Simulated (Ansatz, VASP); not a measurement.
**Two plane-wave programs on Cr**

INCAR

```
SYSTEM = Cr
  PREC = Accurate
  ENCUT = 600
  EDIFF = 1E-6
  ISMEAR = -1
  SIGMA = 0.1
  LREAL = .FALSE.
  LASPH = .TRUE.
  NELM = 60
  ALGO = Normal
  ISIF = 3
  LWAVE = .FALSE.
  LCHARG = .FALSE.
  GGA = RP
  IBRION = 2
  NSW = 80
  EDIFFG = -0.01
```

The input KPOINTS:

```
Automatic mesh
0
G
  14 14 8
  0 0 0
```

Contents of POSCAR:

```
Cr
1.0
    2.5692592270      0.0000000000      0.0000000000
   -1.2846296135      2.2250437595      0.0000000000
    0.0000000000      0.0000000000      4.1956003177
Cr
2
Direct
    0.3333333333      0.6666666667      0.2500000000
    0.6666666667      0.3333333333      0.7500000000
```

Input for Ansatz:

```yaml
crystal:
  lattice:
    - [2.569259227, 0.0, 0.0]
    - [-1.2846296135, 2.2250437595, 0.0]
    - [0.0, 0.0, 4.1956003177]
  atoms:
    - { symbol: Cr, position: [0.3333333333, 0.6666666667, 0.25] }
    - { symbol: Cr, position: [0.6666666667, 0.3333333333, 0.75] }
hamiltonian:
  xc: rpbe
  pseudopotentials:
    kind: paw
    azcp:
      Cr: "pseudopotentials/Cr.paw.azcp"
basis:
  ecutwfc: 420
  fft_grid_basis: typed
kpoints:
  mp_grid: { grid: [14, 14, 8], shift: [0, 0, 0] }
magnetization:
  spin_polarized: false
scf:
  occupations: { method: fermi_dirac, width: 0.1 }
relax:
  max_steps: 60
  f_tol: 0.01
  cell: {}
output:
  write_density: true
  write_potential: true
  elf: true
  volumetric_format: npy
```

The cell was built by a generator and needn't be a form met in nature.

Alike in both runs: task relaxation of cell and atoms; functional RPBE; k mesh 14 × 14 × 8; occupations fermi-dirac, width 0.1 eV; no spin polarisation.

|  | VASP | Ansatz |
| --- | --- | --- |
| version | VASP 6.6.1 | Ansatz 0.2.0 |
| potentials or method | VASP PAW PBE potentials, release 64 (Cr_pv) | plane waves (420 eV) with PAW, scalar-relativistic |
| plane-wave cutoff (eV) | 600 | 420 |
| valence electrons in the cell | 24 | 28 |

```tsv
	VASP	Ansatz	Ansatz less VASP
relaxed volume (Å³/atom)	12.17	12.19	+0.019
relaxed cell length with the largest relative difference (Å)	2.505	2.507	+0.0023
energy change over the relaxation (meV/atom)	-41	-41	-0.7
```

The two sets of potentials don't hold the same shells in valence.

Caveats: the PAW data sets were made with another functional, which shifts forces and pressure a little (VASP); the run has no spin polarisation, though such a crystal can be magnetic. Spin polarisation is off, so any magnetic state and its effect on volume and gap are missing.
